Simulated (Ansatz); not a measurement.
# Equation of state of Hf

Space group Fm-3m (No. 225). a = 4.440 Å, b = 4.440 Å, c = 4.440 Å, α = 90.00°, β = 90.00°, γ = 90.00°
```
atom  site  symmetry       x       y       z
  Hf    4a      m-3m  0.0000  0.0000  0.0000
```

The runs use the primitive cell with vectors (0.000, 2.220, 2.220), (2.220, 0.000, 2.220), (2.220, 2.220, 0.000) Å, to which the k mesh refers.

The cell is COD entry 1534929, as deposited and not checked against the literature; nothing was relaxed.

Spin–orbit coupling is left out, though it moves levels of the heavy atoms by tenths of an eV or more.

Levels of theory: DFT, PBE, all-electron LAPW, scalar-relativistic (Ansatz 0.2.0); DFT, PBE, PAW with Ansatz's default frozen-core files, scalar-relativistic (Ansatz 0.2.0).

For LAPW: a Γ-centred 16×16×16 k mesh, Fermi–Dirac smearing of 0.03 eV, basis error target 0.25 meV/atom, no spin polarisation. PAW takes a cutoff of 420 eV at this cell. The Ansatz runs share mesh, smearing and spin set-up. Plane-wave (PAW) pressures include the program's estimate of the Pulay term.

The cell above is scaled evenly, with fractional coordinates and shape held.

| V/V(cell) | V (Å³/atom) | P, LAPW (GPa) | P, PAW (GPa) | free energy over the lowest listed, PAW (meV/atom) |
| --- | --- | --- | --- | --- |
| 0.9600 | 21.007 | 8.05 | 8.02 | 36.0 |
| 0.9800 | 21.444 | ? | ? | ? |
| 1.0000 | 21.882 | 3.18 | 3.16 | 5.9 |
| 1.0200 | 22.320 | 1.07 | 1.05 | 0.2 |
| 1.0400 | 22.757 | -0.85 | -0.87 | 0.0 |

Problem. Fill in the row V/V(cell) = 0.9800.

Solution. P, LAPW (GPa) = 5.50, P, PAW (GPa) = 5.47, free energy over the lowest listed, PAW (meV/atom) = 17.6.

Problem. What do Birch–Murnaghan fits to the pressures give?

Solution. LAPW: V0 = 22.56 Å³/atom, B0 = 99 GPa, B0′ = 3.8; PAW: V0 = 22.55 Å³/atom, B0 = 98 GPa, B0′ = 3.8.

PAW's V0 lies -0.02 % from the all-electron value and its B0 -0.1 %. Symmetry fixes shape and coordinates here, so this is the relaxed modulus.
